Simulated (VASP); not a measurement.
# MoS2 in VASP: settings compared, part 2 of 4

VASP 6.6.1.

## (3) Band structure, PBE+D3(BJ), spin-orbit coupling, no magnetisation

Contents of INCAR:

```
PREC = Accurate
ENCUT = 520
EDIFF = 1E-6
ISMEAR = 0
SIGMA = 0.03
LREAL = F
LASPH = T
NELM = 80
ALGO = Normal
ISIF = 2
LWAVE = F
LCHARG = F
MAGMOM = 0 0 0 0 0 0 0 0 0 0 0 0 0 0 0 0 0 0
LORBIT = 11
LSORBIT = T
GGA_COMPAT = F
LMAXMIX = 4
LDIPOL = T
IDIPOL = 3
DIPOL = 0.5 0.5 0.500
GGA = PE
IVDW = 12
NBANDS = 70
LVHAR = T
LVACPOTAV = T
KPAR = 4
```

Contents of KPOINTS:

```
Automatic mesh
0
Gamma
  12 12 1
```

Contents of POSCAR:

```
MoS2                                    
1.0
    3.1511592275      0.0000000000      0.0000000000
   -1.5755796138      2.7289839378      0.0000000000
    0.0000000000      0.0000000000     27.2922960000
  S               Mo            
     4     2
Direct
     0.3333333300000021    0.6666666699999979    0.3316016050241459
     0.3333333300000021    0.6666666699999979    0.4463726783344559
     0.6666666699999979    0.3333333300000021    0.5536273216655441
     0.6666666699999979    0.3333333300000021    0.6683983949758541
     0.6666666699999979    0.3333333300000021    0.3890116340685439
     0.3333333300000021    0.6666666699999979    0.6109883659314560
```

Contents of KPOINTS_OPT:

```
explicit points
67
Reciprocal
 0.0000000000  0.0000000000  0.0000000000 1
 0.0357142900  0.0000000000  0.0000000000 1
 0.0714285700  0.0000000000  0.0000000000 1
 0.1071428600  0.0000000000  0.0000000000 1
 0.1428571400  0.0000000000  0.0000000000 1
 0.1785714300  0.0000000000  0.0000000000 1
 0.2142857100  0.0000000000  0.0000000000 1
 0.2500000000  0.0000000000  0.0000000000 1
 0.2857142900  0.0000000000  0.0000000000 1
 0.3214285700  0.0000000000  0.0000000000 1
 0.3571428600  0.0000000000  0.0000000000 1
 0.3928571400  0.0000000000  0.0000000000 1
 0.4285714300  0.0000000000  0.0000000000 1
 0.4642857100  0.0000000000  0.0000000000 1
 0.5000000000  0.0000000000  0.0000000000 1
 0.4791666700  0.0416666700  0.0000000000 1
 0.4583333300  0.0833333300  0.0000000000 1
 0.4375000000  0.1250000000  0.0000000000 1
 0.4166666700  0.1666666700  0.0000000000 1
 0.3958333300  0.2083333300  0.0000000000 1
 0.3750000000  0.2500000000  0.0000000000 1
 0.3541666700  0.2916666700  0.0000000000 1
 0.3333333300  0.3333333300  0.0000000000 1
 0.3137254900  0.3137254900  0.0000000000 1
 0.2941176500  0.2941176500  0.0000000000 1
 0.2745098000  0.2745098000  0.0000000000 1
 0.2549019600  0.2549019600  0.0000000000 1
 0.2352941200  0.2352941200  0.0000000000 1
 0.2156862700  0.2156862700  0.0000000000 1
 0.1960784300  0.1960784300  0.0000000000 1
 0.1764705900  0.1764705900  0.0000000000 1
 0.1568627500  0.1568627500  0.0000000000 1
 0.1372549000  0.1372549000  0.0000000000 1
 0.1176470600  0.1176470600  0.0000000000 1
 0.0980392200  0.0980392200  0.0000000000 1
 0.0784313700  0.0784313700  0.0000000000 1
 0.0588235300  0.0588235300  0.0000000000 1
 0.0392156900  0.0392156900  0.0000000000 1
 0.0196078400  0.0196078400  0.0000000000 1
 0.0000000000  0.0000000000  0.0000000000 1
 0.0000000000  0.0000000000  0.0000000000 1
 0.0060523400 -0.0030261700  0.0000000000 1
-0.0060523400  0.0030261700  0.0000000000 1
 0.0176526700 -0.0088263400  0.0000000000 1
-0.0176526700  0.0088263400  0.0000000000 1
 0.0000000000  0.0052414800  0.0000000000 1
-0.0000000000 -0.0052414800  0.0000000000 1
 0.0000000000  0.0152876600  0.0000000000 1
-0.0000000000 -0.0152876600  0.0000000000 1
 0.5000000000  0.0000000000  0.0000000000 1
 0.5060523400 -0.0030261700  0.0000000000 1
 0.4939476600  0.0030261700  0.0000000000 1
 0.5176526700 -0.0088263400  0.0000000000 1
 0.4823473300  0.0088263400  0.0000000000 1
 0.5000000000  0.0052414800  0.0000000000 1
 0.5000000000 -0.0052414800  0.0000000000 1
 0.5000000000  0.0152876600  0.0000000000 1
 0.5000000000 -0.0152876600  0.0000000000 1
 0.3333333300  0.3333333300  0.0000000000 1
 0.3393856700  0.3303071600  0.0000000000 1
 0.3272809900  0.3363595000  0.0000000000 1
 0.3509860000  0.3245069900  0.0000000000 1
 0.3156806600  0.3421596700  0.0000000000 1
 0.3333333300  0.3385748100  0.0000000000 1
 0.3333333300  0.3280918500  0.0000000000 1
 0.3333333300  0.3486209900  0.0000000000 1
 0.3333333300  0.3180456700  0.0000000000 1
```

Potentials or basis: VASP PAW PBE potentials, release 64 (S, Mo_sv).

On the command line:

```
> cat potpaw_PBE.64/S/POTCAR potpaw_PBE.64/Mo_sv/POTCAR > POTCAR
> mpirun -np 4 vasp_ncl > vasp.out
```

OUTCAR:

```text
PREC = Accurate
   ENCUT = 520
   EDIFF = 1E-6
   ISMEAR = 0
   LREAL = F
   LASPH = T
   NELM = 80
   ISIF = 2
   LORBIT = 11
   LSORBIT = T
   GGA = PE
   IVDW = 12
 IVDW          = 12

 ion  position               nearest neighbor table
   1  0.333  0.667  0.332-   5 2.40   5 2.40   5 2.40
   2  0.333  0.667  0.446-   5 2.40   5 2.40   5 2.40
   3  0.667  0.333  0.554-   6 2.40   6 2.40   6 2.40
   4  0.667  0.333  0.668-   6 2.40   6 2.40   6 2.40
   5  0.667  0.333  0.389-   2 2.40   2 2.40   2 2.40   1 2.40   1 2.40   1 2.40
   6  0.333  0.667  0.611-   3 2.40   3 2.40   3 2.40   4 2.40   4 2.40   4 2.40

  LATTYP: Found a hexagonal cell.
 ALAT       =     3.1511592275
 C/A-ratio  =     8.6610336164

  Lattice vectors:

 A1 = (   3.1511592275,   0.0000000000,   0.0000000000)
 A2 = (  -1.5755796138,   2.7289839378,   0.0000000000)
 A3 = (   0.0000000000,   0.0000000000,  27.2922960000)

Analysis of symmetry for initial positions (statically):
=====================================================================
 Subroutine PRICEL returns:
 Original cell was already a primitive cell.

 Routine SETGRP: Setting up the symmetry group for a
 hexagonal supercell.

 Subroutine GETGRP returns: Found 12 space group operations
 (whereof 12 operations were pure point group operations)
 out of a pool of 24 trial point group operations.

The static configuration has the point symmetry D_3d.

Analysis of symmetry for dynamics (positions and initial velocities):
=====================================================================
 Subroutine PRICEL returns:
 Original cell was already a primitive cell.

 Routine SETGRP: Setting up the symmetry group for a
 hexagonal supercell.

 Subroutine GETGRP returns: Found 12 space group operations
 (whereof 12 operations were pure point group operations)
 out of a pool of 24 trial point group operations.

The dynamic configuration has the point symmetry D_3d.

Analysis of structural, dynamic, and magnetic symmetry:
=====================================================================
 Subroutine PRICEL returns:
 Original cell was already a primitive cell.

 Routine SETGRP: Setting up the symmetry group for a
 hexagonal supercell.

 Subroutine GETGRP returns: Found 12 space group operations
 (whereof 12 operations were pure point group operations)
 out of a pool of 24 trial point group operations.

The overall configuration has the point symmetry D_3d.

 Subroutine INISYM returns: Found 12 space group operations
 (whereof 12 operations are pure point group operations),
 and found     1 'primitive' translations

----------------------------------------------------------------------------------------

                                     Primitive cell

  volume of cell :     234.6991

  direct lattice vectors                    reciprocal lattice vectors
     3.151159227  0.000000000  0.000000000     0.317343532  0.183218374  0.000000000
    -1.575579614  2.728983938  0.000000000     0.000000000  0.366436748  0.000000000
[... 158 lines left out ...]
      6     -36.5595      1.00000
[... 1262 lines left out ...]
     63       3.5903      0.00000
     64       3.5903      0.00000
 [bands above 64 left out]

------------------------ aborting loop because EDIFF is reached ----------------------------------------

 Edisp (eV)   -2.25504

 E8    (eV) :    -0.9417

  FORCE on cell =-STRESS in cart. coord.  units (eV):
  Direction    XX          YY          ZZ          XY          YZ          ZX
  --------------------------------------------------------------------------------------
  -------------------------------------------------------------------------------------
  Total       0.00371     0.00371    -0.01710    -0.00000    -0.00000     0.00000
  in kB       0.02533     0.02533    -0.11673    -0.00000    -0.00000     0.00000
  external pressure =       -0.02 kB  Pullay stress =        0.00 kB

 VOLUME and BASIS-vectors are now :
 -----------------------------------------------------------------------------
  energy-cutoff  :      520.00
  volume of cell :      234.70
      direct lattice vectors                 reciprocal lattice vectors
     3.151159227  0.000000000  0.000000000     0.317343532  0.183218374  0.000000000
    -1.575579614  2.728983938  0.000000000     0.000000000  0.366436748  0.000000000
     0.000000000  0.000000000 27.292296000     0.000000000  0.000000000  0.036640376

 POSITION                                       TOTAL-FORCE (eV/Angst)
 -----------------------------------------------------------------------------------
     -0.00000      1.81932      9.05017         0.000000      0.000000     -0.007081
     -0.00000      1.81932     12.18254        -0.000000      0.000000      0.003103
      1.57558      0.90966     15.10976         0.000000     -0.000000     -0.003103
      1.57558      0.90966     18.24213         0.000000     -0.000000      0.007081
      1.57558      0.90966     10.61702        -0.000000     -0.000000      0.002751
     -0.00000      1.81932     16.67528         0.000000      0.000000     -0.002751
 -----------------------------------------------------------------------------------
    total drift:                                0.000000     -0.000000     -0.000000

  FREE ENERGIE OF THE ION-ELECTRON SYSTEM (eV)
  ---------------------------------------------------
  free  energy   TOTEN  =       -46.0711516067 eV

  energy  without entropy=      -46.0711516067  energy(sigma->0) =      -46.07115161

 vacuum level on the upper side and lower side of the slab         5.806         5.806

 Spin-Orbit-Coupling matrix elements

 Ion:    1  E_soc:     -0.0022437
 l=   1
     0.0000000    -0.0003604    -0.0004011
    -0.0003604     0.0000000    -0.0003604
    -0.0004011    -0.0003604     0.0000000
 l=   2
     0.0000000     0.0000000     0.0000000     0.0000000     0.0000000
     0.0000000     0.0000000     0.0000000     0.0000000     0.0000000
     0.0000000     0.0000000     0.0000000     0.0000000     0.0000000
     0.0000000     0.0000000     0.0000000     0.0000000     0.0000000
     0.0000000     0.0000000     0.0000000     0.0000000     0.0000000
 l=   3
     0.0000000     0.0000000     0.0000000     0.0000000     0.0000000     0.0000000     0.0000000
     0.0000000     0.0000000     0.0000000     0.0000000     0.0000000     0.0000000     0.0000000
     0.0000000     0.0000000     0.0000000     0.0000000     0.0000000     0.0000000     0.0000000
     0.0000000     0.0000000     0.0000000     0.0000000     0.0000000     0.0000000     0.0000000
[... 89 lines left out ...]
 l=   2
     0.0000000    -0.0004801     0.0000000    -0.0004801    -0.0021551
    -0.0004801     0.0000000    -0.0015562    -0.0004038    -0.0004801
     0.0000000    -0.0015562     0.0000000    -0.0015562     0.0000000
    -0.0004801    -0.0004038    -0.0015562     0.0000000    -0.0004801
    -0.0021551    -0.0004801     0.0000000    -0.0004801     0.0000000
 l=   3
     0.0000000     0.0000000     0.0000000     0.0000000     0.0000000     0.0000000     0.0000000
     0.0000000     0.0000000     0.0000000     0.0000000     0.0000000     0.0000000     0.0000000
     0.0000000     0.0000000     0.0000000     0.0000000     0.0000000     0.0000000     0.0000000
     0.0000000     0.0000000     0.0000000     0.0000000     0.0000000     0.0000000     0.0000000
     0.0000000     0.0000000     0.0000000     0.0000000     0.0000000     0.0000000     0.0000000
     0.0000000     0.0000000     0.0000000     0.0000000     0.0000000     0.0000000     0.0000000
     0.0000000     0.0000000     0.0000000     0.0000000     0.0000000     0.0000000     0.0000000

 total charge

# of ion       s       p       d       tot
------------------------------------------
    1        1.364   2.344   0.000   3.707
    2        1.365   2.343   0.000   3.709
    3        1.365   2.343   0.000   3.709
    4        1.364   2.344   0.000   3.707
    5        2.293   6.226   3.961  12.481
    6        2.293   6.226   3.961  12.481
--------------------------------------------------
tot         10.045  21.827   7.923  39.794

 magnetization (x)

# of ion       s       p       d       tot
------------------------------------------
    1        0.000   0.000   0.000   0.000
    2        0.000   0.000   0.000   0.000
    3        0.000   0.000   0.000   0.000
    4        0.000   0.000   0.000   0.000
    5       -0.000   0.000  -0.000  -0.000
    6       -0.000   0.000  -0.000  -0.000
--------------------------------------------------
tot          0.000   0.000  -0.000   0.000

 magnetization (y)

# of ion       s       p       d       tot
------------------------------------------
    1        0.000   0.000   0.000   0.000
    2       -0.000  -0.000   0.000  -0.000
    3       -0.000  -0.000   0.000  -0.000
    4        0.000   0.000   0.000   0.000
    5       -0.000  -0.000  -0.000  -0.000
    6       -0.000  -0.000  -0.000  -0.000
--------------------------------------------------
tot         -0.000  -0.000  -0.000  -0.000

 magnetization (z)

# of ion       s       p       d       tot
------------------------------------------
    1        0.000   0.000   0.000   0.000
    2        0.000   0.000   0.000   0.000
    3        0.000   0.000   0.000   0.000
    4        0.000   0.000   0.000   0.000
    5        0.000   0.000   0.000   0.000
    6        0.000   0.000   0.000   0.000
--------------------------------------------------
tot          0.000   0.000   0.000   0.000
```

Wall time 8 min (4 MPI ranks of Intel Xeon 6975P-C (Granite Rapids), shared host); peak memory 1.2 GiB.

Results:

| Quantity | Value |
| --- | --- |
| Free energy | -46.0712 eV |
| Largest force | 0.007 eV/Å |
| Valence electrons inside the program's atomic spheres | S 3.71; Mo 12.48 |
| Dispersion energy per atom | -0.376 eV |
| Work function of the upper face | 5.23 eV |
| Work function of the lower face | 5.23 eV |

Forces on the atoms (eV/Å):
```
S    0.000  0.000 -0.007
S    0.000  0.000  0.003
S    0.000  0.000 -0.003
S    0.000  0.000  0.007
Mo   0.000  0.000  0.003
Mo   0.000  0.000 -0.003
```

(Part 2 of 4 ends here.)
